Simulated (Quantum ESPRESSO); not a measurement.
Set up this calculation in Quantum ESPRESSO 7.5, as the native input.

| Item | Value |
| --- | --- |
| Task | dielectric tensor |
| Functional | WC |
| Potentials or basis | GBRV 1.5 PBE |
| Cutoff | 612 eV |
| Density cutoff | 4898 eV |
| k mesh | 6 × 6 × 6, shifted |
| Occupations | fermi-dirac, width 0.05 eV |
| Spin | no spin polarisation |
| Mixing beta | 0.5 |
| Most SCF iterations | 120 |
| SCF threshold | 4e-10 Ry |

The system is PbSe (Clausthalite).

```
Pb Se
1.0
     0.00000    3.06065    3.06065
     3.06065    0.00000    3.06065
     3.06065    3.06065    0.00000
Pb Se
1 1
Direct
  0.00000 0.00000 0.00000
  0.50000 0.50000 0.50000
```

The input as run:

pw.in

```
&CONTROL
  calculation = 'scf'
  prefix = 'pwscf'
  outdir = './tmp'
  pseudo_dir = './pseudo'
  tprnfor = .true.
  tstress = .true.
  disk_io = 'low'
/
&SYSTEM
  ibrav = 0
  nat = 2
  ntyp = 2
  ecutwfc = 45
  ecutrho = 360
  nbnd = 16
  input_dft = 'wc'
  occupations = 'smearing'
  smearing = 'fd'
  degauss = 0.00367493
/
&ELECTRONS
  conv_thr = 4d-10
  electron_maxstep = 120
  mixing_beta = 0.5
/
ATOMIC_SPECIES
Pb   207.2000 pb_pbe_v1.uspp.F.UPF
Se    78.9710 se_pbe_v1.uspp.F.UPF
CELL_PARAMETERS bohr
   0.0000000000    5.7837902633    5.7837902633
   5.7837902633    0.0000000000    5.7837902633
   5.7837902633    5.7837902633    0.0000000000
ATOMIC_POSITIONS bohr
Pb     0.0000000000    0.0000000000    0.0000000000
Se     5.7837902633    5.7837902633    5.7837902633
K_POINTS automatic
6 6 6 1 1 1
```

gamma.in

```
&CONTROL
  calculation = 'bands'
  prefix = 'pwscf'
  outdir = './tmp'
  pseudo_dir = './pseudo'
  disk_io = 'low'
  verbosity = 'high'
/
&SYSTEM
  ibrav = 0
  nat = 2
  ntyp = 2
  ecutwfc = 45
  ecutrho = 360
  nbnd = 16
  input_dft = 'wc'
  occupations = 'smearing'
  smearing = 'fd'
  degauss = 0.00367493
/
&ELECTRONS
  conv_thr = 1d-08
  electron_maxstep = 120
  mixing_beta = 0.5
  diago_full_acc = .true.
  startingwfc = 'random'
/
ATOMIC_SPECIES
Pb   207.2000 pb_pbe_v1.uspp.F.UPF
Se    78.9710 se_pbe_v1.uspp.F.UPF
CELL_PARAMETERS bohr
   0.0000000000    5.7837902633    5.7837902633
   5.7837902633    0.0000000000    5.7837902633
   5.7837902633    5.7837902633    0.0000000000
ATOMIC_POSITIONS bohr
Pb     0.0000000000    0.0000000000    0.0000000000
Se     5.7837902633    5.7837902633    5.7837902633
K_POINTS crystal
1
0.0 0.0 0.0 1
```

scf2.in

```
&CONTROL
  calculation = 'scf'
  prefix = 'pwscf'
  outdir = './tmp'
  pseudo_dir = './pseudo'
  tprnfor = .true.
  tstress = .true.
  disk_io = 'low'
/
&SYSTEM
  ibrav = 0
  nat = 2
  ntyp = 2
  ecutwfc = 45
  ecutrho = 360
  nbnd = 16
  input_dft = 'wc'
  occupations = 'fixed'
/
&ELECTRONS
  conv_thr = 1d-13
  electron_maxstep = 120
  mixing_beta = 0.5
  startingpot = 'file'
/
ATOMIC_SPECIES
Pb   207.2000 pb_pbe_v1.uspp.F.UPF
Se    78.9710 se_pbe_v1.uspp.F.UPF
CELL_PARAMETERS bohr
   0.0000000000    5.7837902633    5.7837902633
   5.7837902633    0.0000000000    5.7837902633
   5.7837902633    5.7837902633    0.0000000000
ATOMIC_POSITIONS bohr
Pb     0.0000000000    0.0000000000    0.0000000000
Se     5.7837902633    5.7837902633    5.7837902633
K_POINTS automatic
6 6 6 1 1 1
```

ph.in

```
dielectric of PbSe
&INPUTPH
  prefix = 'pwscf'
  outdir = './tmp'
  tr2_ph = 1d-18
  fildyn = 'dyn'
  niter_ph = 90
  alpha_mix(1) = 0.7
  epsil = .true.
  trans = .false.
  zeu = .true.
/
0.0000000000 0.0000000000 0.0000000000
```

Potentials or basis: GBRV 1.5 PBE.

Launch:

```bash
$ OMP_NUM_THREADS=1 pw.x -in pw.in > pw.out
$ OMP_NUM_THREADS=1 pw.x -in gamma.in > gamma.out
$ OMP_NUM_THREADS=1 pw.x -in scf2.in > scf2.out
$ OMP_NUM_THREADS=1 ph.x -in ph.in > ph.out
```

It gave:

The pressure is -0.5 GPa and the electronic dielectric tensor (diagonal) is 22.44. The born charges (mean of the diagonal) is Pb +4.96; Se -4.95 e.

Caveat: the potentials were made for another functional, which shifts forces and pressure.

Wall time 3.8 min on 1 thread of Arm Neoverse V1, on a shared host, peak memory 0.19 GiB.
